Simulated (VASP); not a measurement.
# BN (P6_3mc) in VASP: a series of runs

One crystal, BN, is run at these levels: PBE; tasks: single point, relaxation of cell and atoms.

Everything below comes from runs of VASP 6.6.1. Logs are shortened: lines on timing, memory, paths and dates and some standing lists are left out, and cuts for length are marked.

### 1 The crystal as given

Symmetry: P6_3mc, No. 186, hexagonal system. The conventional cell has a = 2.555 Å, b = 2.555 Å, c = 4.225 Å, α = 90.00°, β = 90.00°, γ = 120.00°. Around B (site symmetry 3m) lie 4 N at 1.57 to 1.58 Å. N (site symmetry 3m) has 4 B at 1.57 to 1.58 Å as nearest neighbours.

The cell was built by a generator and needn't be a form met in nature.

### 2 Single point, PBE

Contents of INCAR:

```
PREC     = Accurate       # precision mode
ENCUT    = 520            # plane-wave cutoff, eV
EDIFF    = 1E-6           # SCF threshold, eV
ISMEAR   = 0              # smearing method
SIGMA    = 0.02           # smearing width, eV
LREAL    = False          # projectors in reciprocal space
LASPH    = True           # aspherical terms in the spheres
NELM     = 100            # most SCF steps
ALGO     = Normal         # electronic algorithm
ISIF     = 2              # what is computed and relaxed
LWAVE    = False          # write WAVECAR
LCHARG   = False          # write CHGCAR
GGA      = PE             # functional
NBANDS   = 16             # bands
```

Contents of KPOINTS:

```
Automatic mesh
0
Gamma
  12 12 6
```

Contents of POSCAR:

```
BN
1.0
    2.5545319511     -0.0000002876      0.0000000000
   -1.2772657265      2.2122897083      0.0000000000
    0.0000000000      0.0000000000      4.2245552782
B N
2 2
Direct
    0.0000000000      0.0000000000      0.0001899211
    0.3333333333      0.6666666667      0.5001899211
    0.0000000000      0.0000000000      0.3748100789
    0.3333333333      0.6666666667      0.8748100789
```

Potentials or basis: VASP PAW PBE potentials, release 64 (B, N).

Run with:

```sh
cat potpaw_PBE.64/B/POTCAR potpaw_PBE.64/N/POTCAR > POTCAR
mpirun -np 1 vasp_std > vasp.out
```

OUTCAR:

```text
PREC = Accurate
   ENCUT = 520
   EDIFF = 1E-6
   ISMEAR = 0
   LREAL = False
   LASPH = True
   NELM = 100
   ISIF = 2
   GGA = PE

 ion  position               nearest neighbor table
   1  0.000  0.000  0.000-   4 1.57   4 1.57   4 1.57   3 1.58
   2  0.333  0.667  0.500-   3 1.57   3 1.57   3 1.57   4 1.58
   3  0.000  0.000  0.375-   2 1.57   2 1.57   2 1.57   1 1.58
   4  0.333  0.667  0.875-   1 1.57   1 1.57   1 1.57   2 1.58

  LATTYP: Found a hexagonal cell.
 ALAT       =     2.5545319511
 C/A-ratio  =     1.6537492422

  Lattice vectors:

 A1 = (   2.5545319511,  -0.0000002876,   0.0000000000)
 A2 = (  -1.2772657265,   2.2122897083,   0.0000000000)
 A3 = (   0.0000000000,   0.0000000000,   4.2245552782)

Analysis of symmetry for initial positions (statically):
=====================================================================
 Subroutine PRICEL returns:
 Original cell was already a primitive cell.

 Routine SETGRP: Setting up the symmetry group for a
 hexagonal supercell.

 Subroutine GETGRP returns: Found 12 space group operations
 (whereof  6 operations were pure point group operations)
 out of a pool of 24 trial point group operations.

The static configuration has the point symmetry C_3v.
 The point group associated with its full space group is C_6v.

Analysis of symmetry for dynamics (positions and initial velocities):
=====================================================================
 Subroutine PRICEL returns:
 Original cell was already a primitive cell.

 Routine SETGRP: Setting up the symmetry group for a
 hexagonal supercell.

 Subroutine GETGRP returns: Found 12 space group operations
 (whereof  6 operations were pure point group operations)
 out of a pool of 24 trial point group operations.

The dynamic configuration has the point symmetry C_3v.
 The point group associated with its full space group is C_6v.

 Subroutine INISYM returns: Found 12 space group operations
 (whereof  6 operations are pure point group operations),
 and found     1 'primitive' translations

----------------------------------------------------------------------------------------

                                     Primitive cell

  volume of cell :      23.8745

  direct lattice vectors                    reciprocal lattice vectors
     2.554531951 -0.000000288  0.000000000     0.391461169  0.226010153  0.000000000
    -1.277265727  2.212289708  0.000000000     0.000000051  0.452020394  0.000000000
     0.000000000  0.000000000  4.224555278     0.000000000  0.000000000  0.236711307

  length of vectors
     2.554531951  2.554531951  4.224555278     0.452020394  0.452020394  0.236711307

  position of ions in fractional coordinates (direct lattice)
     0.000000000  0.000000000  0.000189921
     0.333333333  0.666666667  0.500189921
     0.000000000  0.000000000  0.374810079
     0.333333333  0.666666667  0.874810079

  ion indices of the primitive-cell ions
   primitive index   ion index
                 1           1
                 2           2
                 3           3
                 4           4

----------------------------------------------------------------------------------------

 KPOINTS: Automatic mesh

Automatic generation of k-mesh.
 Grid dimensions read from file:
 generate k-points for:   12   12    6

 Generating k-lattice:

  Cartesian coordinates                     Fractional coordinates (reciprocal lattice)
     0.032621764  0.018834179  0.000000000     0.083333333  0.000000000  0.000000000
     0.000000004  0.037668366  0.000000000     0.000000000  0.083333333  0.000000000
     0.000000000  0.000000000  0.039451884     0.000000000  0.000000000  0.166666667

  Length of vectors
     0.037668366  0.037668366  0.039451884

  Shift w.r.t. Gamma in fractional coordinates (k-lattice)
     0.000000000  0.000000000  0.000000000

 Subroutine IBZKPT returns following result:
 ===========================================

 Found     76 irreducible k-points:

 Following reciprocal coordinates:
            Coordinates               Weight
  0.000000  0.000000  0.000000      1.000000
  0.083333  0.000000  0.000000      6.000000
  0.166667  0.000000  0.000000      6.000000
  0.250000 -0.000000  0.000000      6.000000
  0.333333  0.000000  0.000000      6.000000
  0.416667  0.000000  0.000000      6.000000
[... 16 lines left out ...]
  0.250000 -0.000000  0.166667     12.000000
  0.333333  0.000000  0.166667     12.000000
 [... further k-points ...]
   k-points           NKPTS =     76   k-points in BZ     NKDIM =     76   number of bands    NBANDS=     16
   number of dos      NEDOS =    301   number of ions     NIONS =      4
   total plane-waves  NPLWV =  12800
   dimension x,y,z NGX =    20 NGY =   20 NGZ =   32
   dimension x,y,z NGXF=    40 NGYF=   40 NGZF=   64
   ions per type =               2   2
   NGX,Y,Z   is equivalent  to a cutoff of  13.02, 13.02, 12.59 a.u.
   NGXF,Y,Z  is equivalent  to a cutoff of  26.03, 26.03, 25.19 a.u.
 SYSTEM =  unknown system
   PREC   = accura    normal or accurate (medium, high low for compatibility)
   ISTART =      0    job   : 0-new  1-cont  2-samecut
   ICHARG =      2    charge: 1-file 2-atom 10-const
   ISPIN  =      1    spin polarized calculation?
   LNONCOLLINEAR =      F non collinear calculations
   LSORBIT =      F    spin-orbit coupling
   LASPH  =      T    aspherical Exc in radial PAW
   ENCUT  =  520.0 eV  38.22 Ry    6.18 a.u.   4.75  4.75  7.85*2*pi/ulx,y,z
   NELM   =    100;   NELMIN=  2; NELMDL= -5     # of ELM steps
   EDIFF  = 0.1E-05   stopping-criterion for ELM
   LREAL  =      F    real-space projection
   EDIFFG = 0.1E-04   stopping-criterion for IOM
   NSW    =      0    number of steps for IOM
   IBRION =     -1    ionic relax: 0-MD 1-quasi-New 2-CG
   NFREE  =      0    steps in history (QN), initial steepest desc. (CG)
   ISIF   =      2    stress and relaxation
   ISYM   =      2    0-nonsym 1-usesym 2-fastsym
   POTIM  = 0.5000    time-step for ionic-motion
   TEBEG  =    0.0;   TEEND  =   0.0 temperature during run
   PSTRESS=    0.0 pullay stress
   NELECT =      16.0000    total number of electrons
   NUPDOWN=      -1.0000    fix difference up-down
   EMIN   =  10.00;   EMAX   =-10.00  energy-range for DOS
   EFERMI =   0.00;   METHOD = LEGACY
   ISMEAR =     0;   SIGMA  =   0.02  broadening in eV -4-tet -1-fermi 0-gaus
   EFERMI_NEDOS =   21; number of points for ismear=-14 and -15
   IALGO  =     38    algorithm
   IMIX   =      4    mixing-type and parameters
     AMIX     =   0.40;   BMIX     =  1.00
     AMIX_MAG =   1.60;   BMIX_MAG =  1.00
  volume/ion in A,a.u.               =       5.97        40.28
  Fermi-wavevector in a.u.,A,eV,Ry     =   1.432639  2.707295 27.925333  2.052454
  Thomas-Fermi vector in A             =   2.552244
   LORBIT       =      0    0 simple, 1 ext, 2 COOP (PROOUT), +10 PAW based schemes
   GGA     = PE    functional components
   LHFCALC =     F    Hartree Fock is set to
   AEXX    =    0.0000 exact exchange contribution
   IVDW    =     0    specifies the selected vdW correction
   LEPSILON=     F    determine dielectric tensor
   LRPA    =     F    only Hartree local field effects (RPA)
 non-spin polarized calculation
 Gauss-broadening in eV      SIGMA  =   0.02
  energy-cutoff  :      520.00
  volume of cell :       23.87
 maximum number of plane-waves:       660
 NGX is ok and might be reduce to    20
   NGX =  9   NGY =  9   NGZ = 15

 number of electron      15.9999996 magnetization

 Free energy of the ion-electron system (eV)
  ---------------------------------------------------
  ext. energy  EPLUGINS =         0.00000000
  ---------------------------------------------------
  free energy    TOTEN  =       -34.83272656 eV

  energy without entropy =      -34.83272656  energy(sigma->0) =      -34.83272656

 E-fermi :   7.5254     XC(G=0): -12.7614

 val. band max:        7.4288084762   @ k =   0.0000   0.0000   0.0000
 cond. band min:      12.6395391943   @ k =   0.3333   0.3333   0.0000
 fundamental gap:      5.2107307180
 Fermi energy:         7.5254296599

 k-point     1 :       0.0000    0.0000    0.0000
  band No.  band energies     occupation
      1     -12.8569      2.00000
      2      -8.7495      2.00000
      3      -3.3903      2.00000
      4       5.3260      2.00000
      5       5.3260      2.00000
      6       7.1670      2.00000
[... 8 lines left out ...]
     15      19.2532      0.00000
     16      23.5177      0.00000

 k-point     2 :       0.0833    0.0000    0.0000
  band No.  band energies     occupation
      1     -12.7070      2.00000
      2      -8.6349      2.00000
      3      -3.2415      2.00000
      4       4.6380      2.00000
      5       5.0466      2.00000
      6       6.8558      2.00000
[... 8 lines left out ...]
     15      19.6886      0.00000
     16      23.2949      0.00000

 k-point     3 :       0.1667    0.0000    0.0000
  band No.  band energies     occupation
      1     -12.2620      2.00000
      2      -8.3068      2.00000
      3      -2.8010      2.00000
      4       2.9855      2.00000
      5       4.3903      2.00000
      6       5.4491      2.00000
[... 8 lines left out ...]
     15      20.8216      0.00000
     16      22.6544      0.00000

 k-point     4 :       0.2500   -0.0000    0.0000
  band No.  band energies     occupation
      1     -11.5396      2.00000
      2      -7.8277      2.00000
      3      -2.0899      2.00000
      4       1.0304      2.00000
      5       3.6551      2.00000
      6       3.6928      2.00000
[... 8 lines left out ...]
     15      22.2869      0.00000
     16      22.7223      0.00000
[... 324 lines left out ...]
 k-point    22 :       0.1667    0.0000    0.1667
  band No.  band energies     occupation
      1     -12.1003      2.00000
      2      -8.8261      2.00000
      3      -2.0197      2.00000
      4       3.1294      2.00000
      5       4.5205      2.00000
      6       5.0114      2.00000
[... 8 lines left out ...]
     15      20.5105      0.00000
     16      22.6195      0.00000

 k-point    23 :       0.2500   -0.0000    0.1667
  band No.  band energies     occupation
      1     -11.3829      2.00000
      2      -8.2887      2.00000
      3      -1.4547      2.00000
      4       1.2486      2.00000
      5       3.2621      2.00000
      6       3.7926      2.00000
[... 8 lines left out ...]
     15      21.9556      0.00000
     16      22.7921      0.00000

 k-point    24 :       0.3333    0.0000    0.1667
  band No.  band energies     occupation
      1     -10.4350      2.00000
      2      -7.7132      2.00000
      3      -1.3125      2.00000
      4       0.1265      2.00000
      5       1.4973      2.00000
      6       3.1781      2.00000
[... 8 lines left out ...]
     15      23.3250      0.00000
     16      23.5750      0.00000

 [... further k-points ...]

------------------------ aborting loop because EDIFF is reached ----------------------------------------

  FORCE on cell =-STRESS in cart. coord.  units (eV):
  Direction    XX          YY          ZZ          XY          YZ          ZX
  --------------------------------------------------------------------------------------
  -------------------------------------------------------------------------------------
  Total        0.0373588      0.0373588      0.0303868     -0.0000000      0.0000000     -0.0000000
  in kB        2.5070842      2.5070842      2.0392062     -0.0000000      0.0000000     -0.0000000
  external PRESSURE =       2.3511249 kB  Pullay stress =       0.0000000 kB

 VOLUME and BASIS-vectors are now :
 -----------------------------------------------------------------------------
  energy-cutoff  :      520.00
  volume of cell :       23.87
      direct lattice vectors                 reciprocal lattice vectors
     2.554531951 -0.000000288  0.000000000     0.391461169  0.226010153  0.000000000
    -1.277265727  2.212289708  0.000000000     0.000000051  0.452020394  0.000000000
     0.000000000  0.000000000  4.224555278     0.000000000  0.000000000  0.236711307

 POSITION                                       TOTAL-FORCE (eV/Angst)
 -----------------------------------------------------------------------------------
      0.00000      0.00000      0.00080        -0.000000     -0.000000      0.001990
      0.00000      1.47486      2.11308         0.000000     -0.000000      0.001990
      0.00000      0.00000      1.58341        -0.000000      0.000000     -0.001990
      0.00000      1.47486      3.69568         0.000000     -0.000000     -0.001990
 -----------------------------------------------------------------------------------
    total drift:                                0.000000     -0.000000     -0.000387

  FREE ENERGIE OF THE ION-ELECTRON SYSTEM (eV)
  ---------------------------------------------------
  free  energy   TOTEN  =       -34.8327265561 eV

  energy  without entropy=      -34.8327265561  energy(sigma->0) =      -34.83272656
```

Run time: 16 s. Hardware: 1 thread of Intel Xeon 6975P-C (Granite Rapids), shared host; peak memory 0.14 GiB.

What came out:

- Free energy: -34.8327 eV
- Pressure: 0.2 GPa
- Band gap on the k mesh: 5.21 eV, indirect (least direct gap 8.24 eV)

### 3 Relaxation of cell and atoms, PBE

Contents of INCAR:

```
ALGO = Normal
EDIFF = 1E-6
EDIFFG = -0.005
ENCUT = 600
GGA = PE
IBRION = 2
ISIF = 3
ISMEAR = 0
LASPH = T
LCHARG = F
LREAL = F
LWAVE = F
NELM = 100
NSW = 100
PREC = Accurate
SIGMA = 0.02
```

Contents of KPOINTS:

```
k-points
0
Gamma
  12 12 6
```

Contents of POSCAR:

```
BN
1.0
    2.5639710000      0.0000000000      0.0000000000
   -1.2819850000      2.2204640000      0.0000000000
    0.0000000000      0.0000000000      4.1869460000
B N
2 2
Direct
    0.0000000000      0.0000000000      0.0000000000
    0.3333333300      0.6666666700      0.5000000000
    0.0000000000      0.0000000000      0.3750000000
    0.3333333300      0.6666666700      0.8750000000
```

Potentials or basis: VASP PAW PBE potentials, release 64 (B, N).

Run with:

```sh
cat potpaw_PBE.64/B/POTCAR potpaw_PBE.64/N/POTCAR > POTCAR
mpirun -np 1 vasp_std > vasp.out
```

Wall time 54 s (1 thread of Intel Xeon 6975P-C (Granite Rapids), shared host); peak memory 0.14 GiB.

Results (log left out):

| Property | Result |
| --- | --- |
| Free energy | -34.8398 eV |
| Relaxed volume | 5.97 Å³/atom |
| Relaxed cell | a = 2.554 Å, b = 2.554 Å, c = 4.225 Å, α = 90.00°, β = 90.00°, γ = 120.00° |
| Space group after relaxing (to 0.05 Å) | P6_3mc (No. 186) |
| Energy gained by relaxing | 1.9 meV/atom |
| Ionic steps | 8 |
| Pressure after relaxing | 0.0 GPa |
| Band gap on the k mesh | 5.21 eV, indirect (least direct gap 8.24 eV) |

Stress tensor (GPa, compression positive):
```
 0.02  0.00  0.00
 0.00  0.02  0.00
 0.00  0.00 -0.06
```

Step by step:
```csv
step,energy change (eV),largest force (eV/Å),pressure (GPa),volume (Å³)
1,0.0000,0.0235,0.67,23.84
2,-0.0038,0.0139,-0.76,23.92
3,-0.0076,0.0067,-0.21,23.89
4,-0.0076,0.0074,-0.20,23.88
5,-0.0076,0.0062,0.16,23.86
6,-0.0076,0.0005,0.02,23.87
7,-0.0076,0.0000,0.01,23.87
8,-0.0077,0.0003,-0.01,23.87
```

Final structure:
```
B N
1.0
     2.55439    0.00000    0.00000
    -1.27719    2.21217    0.00000
     0.00000    0.00000    4.22460
B N
2 2
Cartesian
  0.0000 0.0000 0.0008
  0.0000 1.4748 2.1131
  1.2772 2.2122 1.5834
  0.0000 1.4748 3.6957
```

Levels at points of the mesh, in eV from the valence-band top:
| k point | band 6 | band 7 | band 8 | band 9 | band 10 | band 11 |
| --- | --- | --- | --- | --- | --- | --- |
| (0.00, 0.00, 0.00) | -0.26 | 0.00 | 0.00 | 8.33 | 8.33 | 8.55 |
| (0.50, 0.00, 0.00) | -4.93 | -4.36 | -2.09 | 6.68 | 7.94 | 10.56 |
| (0.00, 0.00, 0.50) | -1.16 | -1.16 | -1.16 | 9.40 | 9.40 | 9.88 |
| (0.50, 0.00, 0.50) | -3.73 | -3.54 | -3.54 | 6.56 | 6.56 | 9.97 |

A k mesh can miss the band edges. A hybrid or GW would open this gap; PBE tends to underestimate it.

### 4 Single point, PBE

Contents of INCAR:

```
SYSTEM = BN
  ALGO = Normal
  EDIFF = 1E-7
  ENCUT = 520
  GGA = PE
  ISIF = 2
  ISMEAR = 0
  LASPH = .True.
  LCHARG = .False.
  LREAL = .False.
  LWAVE = .False.
  NBANDS = 16
  NELM = 100
  PREC = Accurate
  SIGMA = 0.1
```

Contents of KPOINTS:

```
k-points
0
Gamma
  12 12 4
  0 0 0
```

POSCAR is that of step 3.

Run with:

```sh
cat potpaw_PBE.64/B/POTCAR potpaw_PBE.64/N/POTCAR > POTCAR
mpirun -np 1 vasp_std > vasp.out
```

Run time: 14 s. Hardware: 1 thread of Intel Xeon 6975P-C (Granite Rapids), shared host; peak memory 0.13 GiB.

Results (log left out):

```yaml
Free_energy: -34.8250 eV
Pressure: 0.9 GPa
Largest_force: 0.023 eV/Å
Band_gap_on_the_k_mesh: 5.28 eV, indirect (least direct gap 8.19 eV)
```

Forces in eV/Å, atoms in the order of the input:
```
B    0.000  0.000  0.023
B    0.000  0.000  0.023
N    0.000  0.000 -0.023
N    0.000  0.000 -0.023
```

Stress tensor (GPa, compression positive):
```
-3.08  0.00  0.00
 0.00 -3.08  0.00
 0.00  0.00  8.98
```

Levels at points of the mesh, in eV from the valence-band top:
```
           k point  band 4  band 5  band 6  band 7  band 8  band 9  band 10  band 11  band 12  band 13
(0.00, 0.00, 0.00)   -2.20   -2.20   -0.20    0.00    0.00    8.24     8.24     8.96     9.18    10.53
(0.50, 0.00, 0.00)   -7.63   -6.86   -5.01   -4.37   -2.05    6.57     8.05    10.51    11.38    13.16
(0.00, 0.00, 0.50)   -5.54   -1.22   -1.22   -1.22   -1.22    9.25     9.25     9.81     9.81     9.81
(0.50, 0.00, 0.50)   -9.93   -3.76   -3.76   -3.46   -3.46    6.61     6.61    10.06    10.06    14.22
```

A k mesh can miss the band edges. As with any semilocal functional, this PBE gap is likely too small.

### 5 Summary

```tsv
task	cell	k mesh	cutoff (eV)	smearing	gap on the mesh (eV)	pressure (GPa)
single point	P6_3mc, 5.97 Å³/atom	12 × 12 × 6	520	gaussian 0.02 eV	5.21	0.2
relaxation of cell and atoms	relaxed	12 × 12 × 6	600	gaussian 0.02 eV	5.21	0.0
single point	P6_3mc, 5.96 Å³/atom	12 × 12 × 4	520	gaussian 0.1 eV	5.28	0.9
```

Alike in all rows: level PBE; potentials or basis VASP PAW PBE potentials, release 64 (B, N); no spin polarisation.

Absolute energies hang on the potentials; compare differences alone.
